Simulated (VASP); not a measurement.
**Ti: single point with PBE**

Crystal: Ti.

```
Ti
1.0
    -1.64100    1.64100    1.64100
     1.64100   -1.64100    1.64100
     1.64100    1.64100   -1.64100
Ti
1
Direct
  0.00000 0.00000 0.00000
```

This isn't the form of Ti at room conditions, which is hcp.

```
Program                : VASP 6.6.1
Task                   : single point
Functional             : PBE
Potentials or basis    : VASP PAW PBE potentials, release 64 (Ti_sv)
Cutoff                 : 520 eV
k mesh                 : 8 × 8 × 8
Occupations            : gaussian, width 0.1 eV
Spin                   : no spin polarisation
Dipole correction      : no
Further INCAR settings : ALGO = Normal; EDIFF = 1e-06; NBANDS = 12
```

```json
{
  "Pressure": "-2.9 GPa",
  "Band gap on the k mesh": "none (metal or under the smearing width)"
}
```

Levels at points of the mesh, in eV from the Fermi level:
```
           k point  band 3  band 4  band 5  band 6  band 7  band 8  band 9  band 10
(0.00, 0.00, 0.00)  -32.44  -32.44   -5.92    0.97    0.97    0.97    2.69     2.69
(0.50, 0.00, 0.00)  -32.64  -32.44   -2.41   -0.38    1.08    2.68    3.02     4.17
(0.50, 0.50, 0.50)  -32.87  -32.87   -2.04   -2.04    3.83    3.83    3.83     8.23
```

Wall time 7.9 s on 1 thread of AMD EPYC 7R43 64-Core Processor (Zen 3) (shared host), peak memory 0.1 GiB.
